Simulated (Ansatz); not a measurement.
Here is an Ansatz 0.2.0 calculation.

Contents of input.yaml:

```yaml
crystal:
  lattice:
    - [2.9065, 0.0, 0.0]
    - [-1.45325, 2.5171028361, 0.0]
    - [0.0, 0.0, 2.8366]
  atoms:
    - { symbol: W, position: [0.0, 0.0, 0.0] }
    - { symbol: C, position: [0.6666666667, 0.3333333333, 0.5] }
hamiltonian:
  xc: pbe
  pseudopotentials: { kind: paw }
kpoints:
  mp_grid: { grid: [10, 10, 9] }
scf:
  occupations: { method: gaussian, width: 0.024 }
output:
  forces: true
  stress: true
  eigenvalues: true
  write_density: true
  write_potential: true
  elf: true
  volumetric_format: npy
```

Potentials or basis: Ansatz PAW.

Run with:

```console
$ ansatz run input.yaml --threads 2 --pin off --max-ram 5632MiB --backend cpu --events-out ev --progress --plain --runs-dir out
```

(1) Estimate the pressure.

(2) Predict the band gap on the k mesh.

Answers

(1) 5.6 GPa.

(2) none (metal or under the smearing width).

Caveat: the pressure holds a Pulay correction of +0.3 GPa for the finite cutoff.
